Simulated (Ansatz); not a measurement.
## Eu under changes of volume

One of the cells (48.859 Å³/atom); the others are scaled copies at fixed shape and fractional positions:

```
Eu
1.0
    -2.30300    2.30300    2.30300
     2.30300   -2.30300    2.30300
     2.30300    2.30300   -2.30300
Eu
1
Cartesian
  0.0000 0.0000 0.0000
```

```yaml
Program: Ansatz 0.2.0
Functional: r2SCAN
Potentials_or_basis: Ansatz PAW
Cutoff: "500 eV (not typed: the program's choice for these potentials)"
k_mesh: 8 × 8 × 8
Occupations: fermi-dirac, width 0.05 eV
Spin: collinear spin, ferromagnetic start
Starting_moments: "[7.0] μB"
```

```csv
volume (Å³/atom),energy over the lowest point (meV/atom),pressure (GPa),moment (μB per cell)
45.927,0.00,-0.6,7.79
46.904,?,?,?
47.882,9.71,-1.0,7.76
48.859,16.50,-1.2,7.75
49.836,24.39,-1.4,7.74
50.813,33.30,-1.6,7.73
51.790,43.16,-1.7,7.72
```

Q: What does the run at 46.904 Å³/atom give?

A: Energy over the lowest point 4.17 meV/atom; pressure -0.8 GPa; moment 7.77 μB per cell.

Worked out: A Birch-Murnaghan fit of order 3 (a polynomial in V^(-2/3)) to the other rows has no minimum within the range. It gives 4.18 meV/atom at 46.904 Å³/atom, against the run's 4.17, and -dE/dV = -0.8 GPa, against -0.8. A straight line through the other rows of the moment, of slope -0.0117 μB per Å³/atom, gives 7.78 μB, against the run's 7.77.

Energies are extrapolated to zero smearing.

Caveats: the magnetic or orbital state may not be the lowest; the PAW data sets come from PBE, with cores solved anew for the run's functional, which leaves a small shift of forces and pressure.
